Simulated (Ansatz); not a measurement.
# Si2W: the cost of one run

Computed with Ansatz 0.2.0 (DFT r2SCAN, scalar-relativistic, plane waves, PAW, unless a step's input says otherwise).

### Step 1. Starting point

Symmetry: I4/mmm, No. 139, tetragonal system. The conventional cell has a = 3.212 Å, b = 3.212 Å, c = 7.880 Å, α = 90.00°, β = 90.00°, γ = 90.00°. Si (site symmetry 4mm) has 5 Si at 2.62 to 2.63 Å and 5 W at 2.62 Å as nearest neighbours. Around W (site symmetry 4/mmm) lie 10 Si at 2.62 Å.

Structure file:

```
CELL_PARAMETERS angstrom
-1.60600 1.60600 3.94000
1.60600 -1.60600 3.94000
1.60600 1.60600 -3.94000
ATOMIC_POSITIONS crystal
Si 0.33300 0.33300 0.00000
Si 0.66700 0.66700 0.00000
W 0.00000 0.00000 0.00000
```

The structure comes from the Crystallography Open Database.

(A quick probe on a coarse mesh, which set the mesh and smearing, is not shown.)

### Step 3. Full relaxation

The input, input.yaml:

```yaml
crystal:
  lattice:
    - [-1.606, 1.606, 3.94]
    - [1.606, -1.606, 3.94]
    - [1.606, 1.606, -3.94]
  atoms:
    - { symbol: Si, position: [0.333, 0.333, 0.0] }
    - { symbol: Si, position: [0.667, 0.667, 0.0] }
    - { symbol: W, position: [0.0, 0.0, 0.0] }
basis:
  ecutwfc: 500
kpoints:
  mp_grid: { grid: [18, 18, 18] }
hamiltonian:
  xc: r2scan
scf:
  occupations: { method: gaussian, width: 0.1 }
output:
  forces: true
  stress: true
  eigenvalues: true
  write_density: true
  write_potential: true
  elf: true
  volumetric_format: npy
relax:
  adjacent_minimum: "off"
  f_tol: 0.005
  max_steps: 80
  cell: { stress_tol: 0.05 }
```

On the command line:

```
$ ansatz run input.yaml --threads 1 --pin off --max-ram 2560MiB --backend cpu --events-out ev --progress --plain --runs-dir out
```

What time and memory should one allow on 1 thread of Arm Neoverse V1, shared host?

About 5.1 min, with a peak of 0.83 GiB.
